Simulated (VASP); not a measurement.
Runs of VASP 6.6.1 on Cd. It takes space group Im-3m (No. 229, cubic). Conventional cell: a = 3.569 Å, b = 3.569 Å, c = 3.569 Å, α = 90.00°, β = 90.00°, γ = 90.00°. Cd (site symmetry m-3m) has 8 Cd at 3.09 Å as nearest neighbours. This isn't the form of Cd at room conditions, which is hcp.

```tsv
task	level	potentials or basis	spin	cell	k mesh	cutoff (eV)	smearing	grid for exact exchange (PRECFOCK)	exchange at q = 0	screening parameter	mesh quality	gap on the mesh (eV)	pressure (GPa)
single point	PBE0	VASP PAW PBE potentials, release 64 (Cd)	off	volume scaled by 1.04	5 × 5 × 5	500	fermi-dirac 0.1 eV	Normal	truncated	-	coarse	none	(a)
single point	HSE06+D4	VASP PAW PBE potentials, release 64 (Cd_GW)	off	as given	5 × 5 × 5	550	methfessel-paxton 0.1 eV	Fast	-	0.200000 1/A	coarse	none	-3.4
single point	RPBE	VASP PAW PBE potentials, release 64 (Cd_GW)	off	as given	10 × 10 × 10	550	gaussian 0.1 eV	-	-	-	not flagged	none	3.4
relaxation of the atoms	PBEsol+rVV10	VASP PAW PBE potentials, release 54 (Cd)	SOC, no magnetisation	atoms relaxed from: cell strained at random at fixed volume	7 × 7 × 7	520	methfessel-paxton 0.1 eV	-	-	-	coarse	-	-3.5
```

**Question.** Fill in the values left out.

**Answer.** (a) -2.9.

Caveats: some runs use coarse meshes; the PAW data sets were made with another functional, which shifts forces and pressure a little; pairwise dispersion overbinds metals, which lowers pressure and volume (some runs); the relaxation stopped at its first step, so nothing moved (some runs).

A k mesh can miss the band edges, and rows without SOC leave out spin-orbit coupling on Cd.

A gap of «none» marks a metal or a gap under the smearing width.

Runs at the PBE level aren't shown here.
